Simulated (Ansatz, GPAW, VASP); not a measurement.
## Bi: programs and potentials compared

```
Bi
1.0
     2.26750    1.30914    3.93800
    -2.26750    1.30914    3.93800
     0.00000   -2.61828    3.93800
Bi
2
Direct
  0.76600 0.76600 0.76600
  0.23400 0.23400 0.23400
```

Alike in all runs: task single point; functional PBEsol; k mesh 7 × 7 × 7; occupations gaussian, width 0.02 eV; no spin polarisation; no spin-orbit coupling. Pressure is positive in compression and, in plane waves, holds the error of the finite cutoff, which Ansatz's Pulay term estimates and takes out.

```tsv
program and potentials	plane-wave cutoff (eV)	notes	pressure (GPa)	largest force (eV/Å)
Ansatz, Ansatz PAW	420	potentials made for PBE, which Ansatz adapts in part; Pulay term of +0.03 GPa included	-0.36	0.128
VASP, PBE PAW files Bi_d, release 54, 520 eV	520	potentials made for PBE	-0.41	0.134
GPAW, PAW data sets generated for this functional	600	-	-0.44	0.123
```

Force on atom 1 (Bi), eV/Å:

| program and potentials | x | y | z |
| --- | --- | --- | --- |
| Ansatz, Ansatz PAW | 0.000 | 0.000 | -0.128 |
| VASP, PBE PAW files Bi_d, release 54, 520 eV | 0.000 | 0.000 | -0.134 |
| GPAW, PAW data sets generated for this functional | 0.000 | 0.000 | -0.123 |

The pressure spans -0.44 (GPAW, PAW data sets generated for this functional) to -0.36 GPa (Ansatz, Ansatz PAW).

Differences between rows come from potentials, basis sets and numerical settings, since the functional is the same but for its coding. Runs on potential files found faulty are left out.

All three calculations agree that this cell is under slight tension and would contract, and that the atoms are not at their equilibrium positions. The force on atom 1 lies along the trigonal axis, as symmetry requires, and points towards the evenly spaced arrangement of a simple cubic-like lattice. At this cell shape, the calculations therefore favour a weaker Peierls distortion than the one imposed. That distortion splits the neighbours into short and long contacts by opening a partial gap in the half-filled 6p bands, so it depends on a delicate balance between band energy and repulsion. PBEsol's preference for compact, more evenly bonded structures may contribute to both the tension and the force, as may the neglect of spin-orbit coupling, which is strong in the Bi 6p shell, or the sampling of the small Fermi pockets. The spread in force, from 0.123 to 0.134 eV/Å, is small beside the force itself, so the choice of potential is unlikely to be its origin.
